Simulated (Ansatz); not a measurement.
The calculation used Ansatz 0.2.0, DFT PBE, scalar-relativistic, plane waves, PAW. Several structures of AlO5 were relaxed, and the powder pattern of one of them was computed from 10° to 70° in 2θ (λ = 1.5406 Å; lines under 1 % are left out).

Cu Kα1 powder pattern (kinematic, no thermal factors).
```
2θ (°)  relative intensity
 13.60                   4
 27.39                 100
 29.02                   1
 32.17                  22
 51.43                   7
 51.51                   6
 53.46                  33
 56.52                   9
 59.24                   8
 60.14                   7
 61.97                   3
 67.30                   9
 68.20                  13
```

Question: Which structure gives it?
A.

```cif
data_structure
_symmetry_space_group_name_H-M 'Immm'
_symmetry_Int_Tables_number 71
_cell_length_a 3.9605
_cell_length_b 5.0794
_cell_length_c 5.1686
_cell_angle_alpha 90.000
_cell_angle_beta 90.000
_cell_angle_gamma 90.000
_cell_volume 103.98
loop_
_atom_site_label
_atom_site_type_symbol
_atom_site_symmetry_multiplicity
_atom_site_Wyckoff_symbol
_atom_site_fract_x
_atom_site_fract_y
_atom_site_fract_z
_atom_site_occupancy
Al1 Al 2 b 0.50000 0.00000 0.00000 1
O1 O 8 k 0.25000 0.75000 0.25000 1
O2 O 2 d 0.50000 0.00000 0.50000 1
```

B.

```cif
data_structure
_symmetry_space_group_name_H-M 'P6/mmm'
_symmetry_Int_Tables_number 191
_cell_length_a 3.5505
_cell_length_b 3.5505
_cell_length_c 6.5081
_cell_angle_alpha 90.000
_cell_angle_beta 90.000
_cell_angle_gamma 120.000
_cell_volume 71.05
loop_
_atom_site_label
_atom_site_type_symbol
_atom_site_symmetry_multiplicity
_atom_site_Wyckoff_symbol
_atom_site_fract_x
_atom_site_fract_y
_atom_site_fract_z
_atom_site_occupancy
Al1 Al 1 a 0.00000 0.00000 0.00000 1
O1 O 2 c 0.33333 0.66667 0.00000 1
O2 O 3 g 0.50000 0.00000 0.50000 1
```

C.

```cif
data_structure
_symmetry_space_group_name_H-M 'R-3m:H'
_symmetry_Int_Tables_number 166
_cell_length_a 5.2620
_cell_length_b 5.2620
_cell_length_c 7.1356
_cell_angle_alpha 90.000
_cell_angle_beta 90.000
_cell_angle_gamma 120.000
_cell_volume 171.10
loop_
_atom_site_label
_atom_site_type_symbol
_atom_site_symmetry_multiplicity
_atom_site_Wyckoff_symbol
_atom_site_fract_x
_atom_site_fract_y
_atom_site_fract_z
_atom_site_occupancy
Al1 Al 3 b 0.33333 0.66667 0.16667 1
O1 O 9 e 0.16667 0.33333 0.33333 1
O2 O 6 c 0.33333 0.66667 0.47189 1
```

Answer: B. Its strongest line, at 2θ = 27.39°, has d = λ/(2 sin θ) = 3.254 Å and is the (0 0 2) reflection of the conventional P6/mmm cell with a = 3.551 Å, c = 6.508 Å. The others have their strongest lines at 50.3° (A); 23.1° (C).

The cells needn't be stable.
